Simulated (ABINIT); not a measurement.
**BAs (F-43m): G0W0 in ABINIT against the bands in the self-energy**

Wanted: the cheapest bands in the self-energy that holds the gap of BAs (F-43m).

Main program and level: ABINIT 10.8.3; PBE and many-body steps on it, plane waves.

## 1. The starting structure

The structure is cubic, space group F-43m (No. 216). Conventional cell: a = 4.777 Å, b = 4.777 Å, c = 4.777 Å, α = 90.00°, β = 90.00°, γ = 90.00°. B has 4 As at 2.07 Å nearest. Nearest to As lie 4 B at 2.07 Å. Farther neighbours are not listed.

The cell and positions come from the Crystallography Open Database and are kept as given unless a step says otherwise.

## 2. Screening, 6×6×6 mesh, 253 bands, screening to 326.5 eV

This step: ABINIT 10.8.3; RPA screening on PBE, plane waves, norm-conserving pseudopotentials.

The RPA dielectric matrix is built and inverted for each q.

Input file run.abi:

```
acell 3*1.0 Angstrom
rprim 
  -0.000000000000 2.388500000000 2.388500000000
  2.388500000000 -0.000000000000 2.388500000000
  2.388500000000 2.388500000000 -0.000000000000
ntypat 2
znucl 5 33
natom 2
typat 1 2
xred 
  0.000000000000 0.000000000000 0.000000000000
  0.250000000000 0.250000000000 0.250000000000
pp_dirpath "pseudos"
pseudos "B.upf, As.upf"
ecut 38
ngkpt 6 6 6
nshiftk 1
shiftk 0 0 0
kptopt 1
chksymbreak 0
istwfk *1
occopt 1
irdwfk 1
optdriver 3
nband 253
ecuteps 12
inclvkb 2
awtr 1
symchi 1
indata_prefix "in"
outdata_prefix "out"
tmpdata_prefix "tmp"
```

Launch:

```
OMP_NUM_THREADS=1 mpirun -n 8 abinit run.abi > log
```

The log of the run:

```text
.Version 10.8.3 of ABINIT. v10.8.2 released Aug 2026.

 Symmetries : space group F-4 3 m (#216); Bravais cF (face-center cubic)
[... echo of the input left out ...]
== DATASET  1 ==================================================================
-   mpi_nproc: 8, omp_nthreads: 1 (-1 if OMP is not activated)

--- !DatasetInfo
iteration_state: {dtset: 1, }
dimensions: {natom: 2, nkpt: 16, mband: 253, nsppol: 1, nspinor: 1, nspden: 1, mpw: 2085, }
cutoff_energies: {ecut:  38.0, pawecutdg:  -1.0, }
electrons: {nelect:   1.80000000E+01, charge:   0.00000000E+00, occopt:   1.00000000E+00, tsmear:   1.00000000E-02, }

 SCREENING: Calculation of the susceptibility and dielectric matrices

 Based on a program developped by R.W. Godby, V. Olevano, G. Onida, and L. Reining.
 Incorporated in ABINIT by V. Olevano, G.-M. Rignanese, and M. Torrent.
.Using double precision arithmetic ; gwpc =  8

[... cell and pseudopotentials left out ...]
--------------------------------------------------------------------------------

 ==== K-mesh for the wavefunctions ====
 Number of points in the irreducible wedge :    16
[... list of points left out ...]
 Together with 24 symmetry operations and time-reversal symmetry
 yields   216 points in the full Brillouin Zone.

 ==== Q-mesh for the screening function ====
 Number of points in the irreducible wedge :    16
[... list of points left out ...]
 Together with 24 symmetry operations and time-reversal symmetry
 yields   216 points in the full Brillouin Zone.

 setmesh: FFT mesh size selected  =    27x   27x   27
          total number of points  =        19683

 vcoul_init : cutoff-mode = AUXILIARY_FUNCTION
 q-points for optical limit:   1
     1)      0.000010    0.000020    0.000030

- screening: taking advantage of time-reversal symmetry
- Maximum band index for partially occupied states nbvw = 9
- Remaining bands to be divided among processors   nbcw = 244
- Number of bands treated by each node ~30

 Number of electrons calculated from density =   18.0000; Expected =   18.0000
 average of density, n =  0.097875
 r_s =    1.3461
 omega_plasma =   30.1780 [eV]

 calculating chi0 at frequencies [eV] :
  1    0.000000E+00    0.000000E+00
  2    0.000000E+00    3.017802E+01

--------------------------------------------------------------------------------
  q-point number  1        q = ( 0.000000, 0.000000, 0.000000) [r.l.u.]
--------------------------------------------------------------------------------
[... chi0 elements left out ...]
 For q-point:  0.000010 0.000020 0.000030
  dielectric constant =  10.4890
  dielectric constant without local fields =  11.4890

  Average fulfillment of the sum rule on Im[epsilon] for q-point    1 :    123.09  [%]
[... wings left out ...]
  q-point number  2        q = ( 0.166667, 0.000000, 0.000000) [r.l.u.]
--------------------------------------------------------------------------------
[... chi0 elements left out ...]
  Average fulfillment of the sum rule on Im[epsilon] for q-point    2 :    153.60  [%]

 [... 14 further q-points ...]
```

Elapsed: 2.7 min, on 8 MPI ranks of AMD EPYC 7B13 (Zen 3), shared host; peak memory 2.8 GiB; 21 min of CPU time.

Numbers from this step:

```yaml
eps_infinity_with_local_fields_on_this_mesh_along_the_program_s_q_direction: 10.49
the_same_without_local_fields: 11.49
plasma_frequency: 30.18 eV
plane_waves_in_the_screening_matrix: 339
```

Local fields lower ε∞ by 9 %.

## 3. 17 bands

This step: G0W0 on PBE, plane waves, norm-conserving pseudopotentials.

run.abi: that of step 2 with these lines changed.

```diff
@@ -23,8 +23,17 @@
 irdwfk 1
-optdriver 3
-nband 253
+optdriver 4
+nband 17
+gwcalctyp 0
+ecutsigx 38
+symsigma 1
+nkptgw 2
+kptgw 
+  0.0000000000 0.0000000000 0.0000000000
+  0.3333333333 0.3333333333 0.0000000000
+bdgw 
+  7 12
+  8 11
 ecuteps 12
-inclvkb 2
-awtr 1
-symchi 1
+irdscr 1
+ppmodel 1
 indata_prefix "in"
```

The log of the run:

```text
.Version 10.8.3 of ABINIT. v10.8.2 released Aug 2026.

 Symmetries : space group F-4 3 m (#216); Bravais cF (face-center cubic)
[... echo of the input left out ...]
== DATASET  1 ==================================================================
-   mpi_nproc: 8, omp_nthreads: 1 (-1 if OMP is not activated)

--- !DatasetInfo
iteration_state: {dtset: 1, }
dimensions: {natom: 2, nkpt: 16, mband: 17, nsppol: 1, nspinor: 1, nspden: 1, mpw: 2085, }
cutoff_energies: {ecut:  38.0, pawecutdg:  -1.0, }
electrons: {nelect:   1.80000000E+01, charge:   0.00000000E+00, occopt:   1.00000000E+00, tsmear:   1.00000000E-02, }

 SIGMA: Calculation of the GW corrections

 Based on a program developped by R.W. Godby, V. Olevano, G. Onida, and L. Reining.
 Incorporated in ABINIT by V. Olevano, G.-M. Rignanese, and M. Torrent.
.Using double precision arithmetic ; gwpc =  8

[... cell and pseudopotentials left out ...]
--------------------------------------------------------------------------------

 ==== K-mesh for the wavefunctions ====
 Number of points in the irreducible wedge :    16
[... list of points left out ...]
 Together with 24 symmetry operations and time-reversal symmetry
 yields   216 points in the full Brillouin Zone.

 ==== Q-mesh for screening function ====
 Number of points in the irreducible wedge :    16
[... list of points left out ...]
 Together with 24 symmetry operations and time-reversal symmetry
 yields   216 points in the full Brillouin Zone.

 vcoul_init : cutoff-mode = AUXILIARY_FUNCTION
 q-points for optical limit:   1
     1)      0.000010    0.000020    0.000030
 setmesh: FFT mesh size selected  =    36x   36x   36
          total number of points  =        46656

 Number of electrons calculated from density =   18.0000; Expected =   18.0000
 average of density, n =  0.097875
 r_s =    1.3461
 omega_plasma =   30.1780 [eV]

 === KS Band Gaps ===
  >>>> For spin  1
   Minimum direct gap =   3.2922 [eV], located at k-point      :   0.0000  0.0000  0.0000
   Fundamental gap    =   1.2941 [eV], Top of valence bands at :   0.0000  0.0000  0.0000
                                       Bottom of conduction at :   0.3333  0.3333  0.0000
 SIGMA fundamental parameters:
 PLASMON POLE MODEL  1
 number of plane-waves for SigmaX                 2085
 number of plane-waves for SigmaC and W            339
 number of plane-waves for wavefunctions          2085
 number of bands                                    17
 number of independent spin polarizations            1
 number of spinorial components                      1
 number of k-points in IBZ                          16
 number of q-points in IBZ                          16
 number of symmetry operations                      24
 number of k-points in BZ                          216
 number of q-points in BZ                          216
 number of frequencies for dSigma/dE                 9
 frequency step for dSigma/dE [eV]                0.25
 number of omega for Sigma on real axis              0
 max omega for Sigma on real axis  [eV]           0.00
 zcut for avoiding poles [eV]                     0.10

 EPSILON^-1 parameters (SCR file):
 dimension of the eps^-1 matrix on file            339
 dimension of the eps^-1 matrix used               339
 number of plane-waves for wavefunctions          2085
 number of bands                                   253
 number of q-points in IBZ                          16
 number of frequencies                               2
 number of real frequencies                          1
 number of imag frequencies                          1

 matrix elements of self-energy operator (all in [eV])

 Perturbative Calculation

--- !SelfEnergy_ee
iteration_state: {dtset: 1, }
kpoint     : [   0.000,    0.000,    0.000, ]
spin       : 1
KS_gap     :    3.292
QP_gap     :    4.147
Delta_QP_KS:    0.855
data: !SigmaeeData |
     Band     E0 <VxcDFT>   SigX SigC(E0)      Z dSigC/dE  Sig(E)    E-E0       E
        7   6.564 -13.701 -15.543   2.260   0.819  -0.221 -13.359   0.343   6.907
        8   6.564 -13.701 -15.543   2.260   0.819  -0.221 -13.359   0.343   6.907
        9   6.564 -13.701 -15.543   2.260   0.819  -0.221 -13.359   0.343   6.907
       10   9.857 -12.550  -8.416  -2.679   0.823  -0.215 -11.353   1.197  11.054
       11   9.857 -12.550  -8.416  -2.679   0.823  -0.215 -11.353   1.197  11.054
       12   9.857 -12.550  -8.416  -2.679   0.823  -0.215 -11.353   1.197  11.054

--- !SelfEnergy_ee
iteration_state: {dtset: 1, }
kpoint     : [   0.333,    0.333,    0.000, ]
spin       : 1
KS_gap     :    4.745
QP_gap     :    5.896
Delta_QP_KS:    1.151
data: !SigmaeeData |
     Band     E0 <VxcDFT>   SigX SigC(E0)      Z dSigC/dE  Sig(E)    E-E0       E
        8   3.114 -12.780 -16.164   3.217   0.804  -0.243 -12.915  -0.135   2.979
        9   3.114 -12.780 -16.164   3.217   0.804  -0.243 -12.915  -0.135   2.979
       10   7.859 -11.353  -7.290  -2.835   0.827  -0.209 -10.337   1.016   8.875
       11   9.721 -10.888  -6.139  -3.396   0.828  -0.207  -9.767   1.121  10.842

== END DATASET(S) ==============================================================
================================================================================

 -outvars: echo values of variables after computation  --------
           etotal      0.0000000000E+00
            nband          17
             nkpt          16
          spgroup         216
 [... the other variables as echoed above ...]

 Calculation completed.
```

Elapsed: 7.7 s, on 8 MPI ranks; peak memory 1.7 GiB.

This step gave:

- G0W0 gap on the points computed: 1.968 eV
- starting gap on the mesh: 1.294 eV
- k of the valence top: 0, 0, 0
- k of the conduction bottom: 0.3333, 0.3333, 0
- Z at the valence top: 0.819
- Z at the conduction bottom: 0.827
- least direct G0W0 gap on the computed points: 4.147 eV

## 4. 30 bands

run.abi: that of step 3 with these lines changed.

```diff
@@ -24,3 +24,3 @@
 optdriver 4
-nband 17
+nband 30
 gwcalctyp 0
```

The log of the run:

```text
.Version 10.8.3 of ABINIT. v10.8.2 released Aug 2026.

 Symmetries : space group F-4 3 m (#216); Bravais cF (face-center cubic)
[... echo of the input left out ...]
== DATASET  1 ==================================================================
-   mpi_nproc: 8, omp_nthreads: 1 (-1 if OMP is not activated)

--- !DatasetInfo
iteration_state: {dtset: 1, }
dimensions: {natom: 2, nkpt: 16, mband: 30, nsppol: 1, nspinor: 1, nspden: 1, mpw: 2085, }
cutoff_energies: {ecut:  38.0, pawecutdg:  -1.0, }
electrons: {nelect:   1.80000000E+01, charge:   0.00000000E+00, occopt:   1.00000000E+00, tsmear:   1.00000000E-02, }

 SIGMA: Calculation of the GW corrections

 Based on a program developped by R.W. Godby, V. Olevano, G. Onida, and L. Reining.
 Incorporated in ABINIT by V. Olevano, G.-M. Rignanese, and M. Torrent.
.Using double precision arithmetic ; gwpc =  8

[... cell and pseudopotentials left out ...]
--------------------------------------------------------------------------------

 ==== K-mesh for the wavefunctions ====
 Number of points in the irreducible wedge :    16
[... list of points left out ...]
 Together with 24 symmetry operations and time-reversal symmetry
 yields   216 points in the full Brillouin Zone.

 ==== Q-mesh for screening function ====
 Number of points in the irreducible wedge :    16
[... list of points left out ...]
 Together with 24 symmetry operations and time-reversal symmetry
 yields   216 points in the full Brillouin Zone.

 vcoul_init : cutoff-mode = AUXILIARY_FUNCTION
 q-points for optical limit:   1
     1)      0.000010    0.000020    0.000030
 setmesh: FFT mesh size selected  =    36x   36x   36
          total number of points  =        46656

 Number of electrons calculated from density =   18.0000; Expected =   18.0000
[...]
number of omega for Sigma on real axis              0
 max omega for Sigma on real axis  [eV]           0.00
 zcut for avoiding poles [eV]                     0.10

 EPSILON^-1 parameters (SCR file):
 dimension of the eps^-1 matrix on file            339
 dimension of the eps^-1 matrix used               339
 number of plane-waves for wavefunctions          2085
 number of bands                                   253
 number of q-points in IBZ                          16
 number of frequencies                               2
 number of real frequencies                          1
 number of imag frequencies                          1

 matrix elements of self-energy operator (all in [eV])

 Perturbative Calculation

--- !SelfEnergy_ee
iteration_state: {dtset: 1, }
kpoint     : [   0.000,    0.000,    0.000, ]
spin       : 1
KS_gap     :    3.292
QP_gap     :    4.074
Delta_QP_KS:    0.782
data: !SigmaeeData |
     Band     E0 <VxcDFT>   SigX SigC(E0)      Z dSigC/dE  Sig(E)    E-E0       E
        7   6.564 -13.701 -15.543   1.449   0.810  -0.235 -14.019  -0.317   6.247
        8   6.564 -13.701 -15.543   1.449   0.810  -0.235 -14.019  -0.317   6.247
        9   6.564 -13.701 -15.543   1.449   0.810  -0.235 -14.019  -0.317   6.247
[...]
--- !SelfEnergy_ee
iteration_state: {dtset: 1, }
kpoint     : [   0.333,    0.333,    0.000, ]
spin       : 1
KS_gap     :    4.745
QP_gap     :    5.848
Delta_QP_KS:    1.103
data: !SigmaeeData |
     Band     E0 <VxcDFT>   SigX SigC(E0)      Z dSigC/dE  Sig(E)    E-E0       E
[...]
10   7.859 -11.353  -7.290  -3.533   0.819  -0.221 -10.919   0.435   8.293
       11   9.721 -10.888  -6.139  -4.150   0.818  -0.222 -10.398   0.490  10.211

== END DATASET(S) ==============================================================
================================================================================

 -outvars: echo values of variables after computation  --------
           etotal      0.0000000000E+00
            nband          30
             nkpt          16
          spgroup         216
 [... the other variables as echoed above ...]

 Calculation completed.
```

It took 9.2 s on 8 MPI ranks; peak memory 1.8 GiB.

Numbers from this step:

| Property | Result |
| --- | --- |
| G0W0 gap on the points computed | 2.046 eV |
| starting gap on the mesh | 1.294 eV |
| k of the valence top | 0, 0, 0 |
| k of the conduction bottom | 0.3333, 0.3333, 0 |
| Z at the valence top | 0.81 |
| Z at the conduction bottom | 0.819 |
| least direct G0W0 gap on the computed points | 4.074 eV |

(Continued in part 2 of 2.)

[Paths, hosts, dates, memory and timing lines, banners, echoed tables and standing remarks are left out of the program output.]

[Logs are printed without paths, hosts, clocks, repeated set-up lines and the standing remarks that a program may print on its own settings, such as how far it seeks lower states.]

[Runs of the session that timed out or met a known fault of the program may be left out.]

[Hosts, paths, dates, database ids (printed as entryN), source tags and the programs' standing remarks are cut or masked in the printed files.]

[G0W0 gaps are taken among the corrected bands and points alone; a level outside them can change the order at an edge.]

[Where Ansatz stands beside ABINIT at settings called matched, ABINIT's density can come from a denser mesh and the files from another edition; pairs whose starting gaps differed by over 0.03 eV were left out, so agreement reads better than it is.]
